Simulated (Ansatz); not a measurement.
**Pt (Fm-3m): cell relaxations under several functionals**

The task is cell relaxations under several functionals, for Pt (Fm-3m).

All numbers are computed with Ansatz 0.2.0, driven from Python. The levels of theory stand in the script.

### Step 1. Starting point

It takes space group Fm-3m (No. 225, cubic). Conventional cell: a = 3.922 Å, b = 3.922 Å, c = 3.922 Å, α = 90.00°, β = 90.00°, γ = 90.00°. Around Pt (site symmetry m-3m) lie 12 Pt at 2.77 Å.

No structure file is read: the coordinates are typed or built in the script.

### Step 2. The code

Input file lattice.py:

```python
"""Relaxed cell of Pt under several functionals."""

import warnings

import ansatz
import numpy as np

CUTOFF = 500
SMEARING = "fermi_dirac"
FMAX = 0.01

def edges_and_angles(cell):
    cell = np.asarray(cell)
    a, b, c = np.linalg.norm(cell, axis=1)
    cosines = cell[1] @ cell[2] / (b * c), cell[0] @ cell[2] / (a * c), cell[0] @ cell[1] / (a * b)
    return (a, b, c, *np.degrees(np.arccos(cosines)))

warnings.simplefilter("ignore", ansatz.DeckWarning)

structure = (
    ansatz.Lattice.of((0.0, 1.9609, 1.9609), (1.9609, 0.0, 1.9609), (1.9609, 1.9609, 0.0))
    .atom("Pt", (0.0, 0.0, 0.0))
)

base = (
    structure.calculation()
    .basis(CUTOFF)
    .kpoints(12)
    .occupations(SMEARING)
    .relax(cell=True, force_tolerance=FMAX)
)

levels = [("r2scan", "rvv10"), ("r2scan", "none"), ("pbe", "d3bj"), ("pbesol", "none")]
print("level            a       b       c    alpha   beta  gamma  V/atom  steps")
for name, dispersion in levels:
    seen = []
    run = base.functional(name, dispersion=dispersion).session().plan()
    res = run.execute(on_event=lambda e: seen.append(e) if e["event"] == "relax_step" else None)
    cell = res.lattice.cell_ang
    label = name if dispersion == "none" else f"{name}+{dispersion}"
    print("{:13s} {:7.4f} {:7.4f} {:7.4f} {:6.2f} {:6.2f} {:6.2f}".format(label, *edges_and_angles(cell)), f"{abs(np.linalg.det(cell)) / len(res.lattice.sites):7.3f} {len(seen):5d}")
```

### Step 3. The input behind the calls

The engine receives this input (first run):

```yaml
crystal:
  lattice:
    - [0.0, 1.9609, 1.9609]
    - [1.9609, 0.0, 1.9609]
    - [1.9609, 1.9609, 0.0]
  atoms:
    - { symbol: Pt, position: [0.0, 0.0, 0.0] }
basis:
  ecutwfc: 500.0
kpoints:
  mp_grid:
    grid: [12, 12, 12]
hamiltonian:
  xc: r2scan
  dispersion: rvv10
scf:
  occupations:
    method: fermi_dirac
relax:
  f_tol: 0.01
  cell: {}
```

### Step 4. Running it

The run is started by

```bash
$ python lattice.py
```

Log:

```text
level            a       b       c    alpha   beta  gamma  V/atom  steps
r2scan+rvv10   2.7767  2.7767  2.7767  60.00  60.00  60.00  15.138     4
r2scan         2.7875  2.7875  2.7875  60.00  60.00  60.00  15.315     5
pbe+d3bj       2.7794  2.7794  2.7794  60.00  60.00  60.00  15.182     4
pbesol         2.7719  2.7719  2.7719  60.00  60.00  60.00  15.059     4
```

Wall time 27 s (1 thread of Arm Neoverse V2, shared host); peak memory 0.35 GiB.

Lines on the test bed's own set-up are left out of the output.

### Step 5. The runs side by side

One row for each of the 4 runs:

```tsv
run	functional	dispersion	energy (eV/atom)	final volume (Å³/atom)	pressure (GPa)	SCF cycles in all	CPU time (s)
1	r2scan	rvv10	-12533.8812	15.14	-0.01	27	10
2	r2scan	none	-12536.8183	15.31	0.00	34	9.2
3	pbe	d3bj	-12523.8101	15.18	-0.04	20	3.3
4	pbesol	none	-12383.8512	15.06	0.00	18	3.2
```

Energies are free energies F = E - TS of the smeared occupations. Totals hang on method, basis and potentials, so only like runs compare.

### Step 6. Path of the relaxation of run 1

The steps of the relaxation:

| step | E - E(step 1) (eV/cell) | largest force component (eV/Å) | pressure (GPa) | volume (Å³) |
| --- | --- | --- | --- | --- |
| 1 | 0.0000 | 0.0000 | 1.09 | 15.08 |
| 2 | 0.0005 | 0.0000 | -1.91 | 15.24 |
| 3 | -0.0002 | 0.0000 | -0.02 | 15.14 |
| 4 | -0.0002 | 0.0000 | -0.01 | 15.14 |

Step 1 is the start. Step 4 repeats the geometry before it on a plane-wave basis chosen anew for that cell, so its energy need not be comparable with the rows above. Step 2 was tried and not accepted.

Lengths and angles in the start's conventional setting:

|  | before | after | change |
| --- | --- | --- | --- |
| a (Å) | 3.922 | 3.927 | +0.1 % |
| b (Å) | 3.922 | 3.927 | +0.1 % |
| c (Å) | 3.922 | 3.927 | +0.1 % |
| volume (Å³/atom) | 15.08 | 15.14 | +0.4 % |
| shortest distance (Å) | 2.773 | 2.777 | +0.1 % |
| space group (0.01 Å) | Fm-3m | Fm-3m | same |

Forces and stress were held to the start's 48 operations: a distortion of lower symmetry was not tested.

### Step 7. The relaxation of run 4, step by step

The steps of the relaxation:

| step | E - E(step 1) (eV/cell) | largest force component (eV/Å) | pressure (GPa) | volume (Å³) |
| --- | --- | --- | --- | --- |
| 1 | 0.0000 | 0.0000 | -0.39 | 15.08 |
| 2 | 0.0000 | 0.0000 | 0.71 | 15.02 |
| 3 | 0.0000 | 0.0000 | 0.00 | 15.06 |
| 4 | 0.0000 | 0.0000 | 0.00 | 15.06 |

Step 1 is the start. Step 4 repeats the geometry before it on a plane-wave basis chosen anew for that cell, so its energy need not be comparable with the rows above. Step 2 was tried and not accepted.

Lengths and angles in the start's conventional setting:

|  | before | after | change |
| --- | --- | --- | --- |
| a (Å) | 3.922 | 3.920 | 0.0 % |
| b (Å) | 3.922 | 3.920 | 0.0 % |
| c (Å) | 3.922 | 3.920 | 0.0 % |
| volume (Å³/atom) | 15.08 | 15.06 | -0.1 % |
| shortest distance (Å) | 2.773 | 2.772 | 0.0 % |
| space group (0.01 Å) | Fm-3m | Fm-3m | same |

The run keeps the 48 symmetry operations of the start, so it could not have lowered the symmetry.

### Step 8. What came out

```
      quantity                                     value
 runs compared                                         4
relaxed volume  15.06 (pbesol) to 15.31 Å³/atom (r2scan)
```

In words: From smallest to largest: PBEsol (15.06 Å³ an atom, -0.1 % against the start), r2SCAN+RVV10 (15.14 Å³ an atom, +0.4 % against the start), PBE+D3BJ (15.18 Å³ an atom, +0.7 % against the start) and r2SCAN (15.31 Å³ an atom, +1.6 % against the start). The spread is 1.7 % in volume. In run 1, over 1 move the cell grew by 0.4 % in volume, and the space group stayed Fm-3m. In run 4, the volume shrank by 0.1 % over 1 move, and the space group stayed Fm-3m. The run is spin-unpolarised. The mesh is modest for a metal, so energies can be off by several to tens of meV an atom and pressures by half a GPa or more; differences at equal mesh fare better. Edges and angles that the script prints are those of the cell as typed, here a primitive one. Spin-orbit coupling, which matters for elements this heavy, is left out.
